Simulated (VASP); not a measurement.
A run of VASP 6.6.1 is set up as follows.

File INCAR:

```
SYSTEM = Y
PREC     = Accurate       ! precision mode
ENCUT    = 900            ! plane-wave cutoff, eV
EDIFF    = 1E-8           ! SCF threshold, eV
ISMEAR   = -1             ! smearing method
SIGMA    = 0.05           ! smearing width, eV
LREAL    = .FALSE.        ! projectors in reciprocal space
LASPH    = .TRUE.         ! aspherical terms in the spheres
NELM     = 100            ! most SCF steps
ALGO     = Normal         ! electronic algorithm
ISIF     = 2              ! what is computed and relaxed
LWAVE    = .FALSE.        ! write WAVECAR
LCHARG   = .FALSE.        ! write CHGCAR
GGA      = PS             ! functional
NBANDS   = 18             ! bands
ADDGRID  = .FALSE.
```

The input KPOINTS:

```
Automatic mesh
0
G
  20 20 11
  0 0 0
```

File POSCAR:

```
Y
1.0
    3.6474000000      0.0000000000      0.0000000000
   -1.8237000000      3.1587410578      0.0000000000
    0.0000000000      0.0000000000      5.7306000000
Y
2
Direct
    0.6666666667      0.3333333333      0.7500000000
    0.3333333333      0.6666666667      0.2500000000
```

Potentials or basis: VASP PAW PBE potentials, release 64 (Y_sv).

The run is started by

```bash
$ cat potpaw_PBE.64/Y_sv/POTCAR > POTCAR
$ mpirun -np 1 vasp_std > vasp.out
```

(1) Estimate the band gap on the k mesh.

(2) Estimate the pressure.

Results:

(1) none (metal or under the smearing width).

(2) -2.2 GPa.

Caveat: the PAW data sets were made with another functional, which shifts forces and pressure a little.
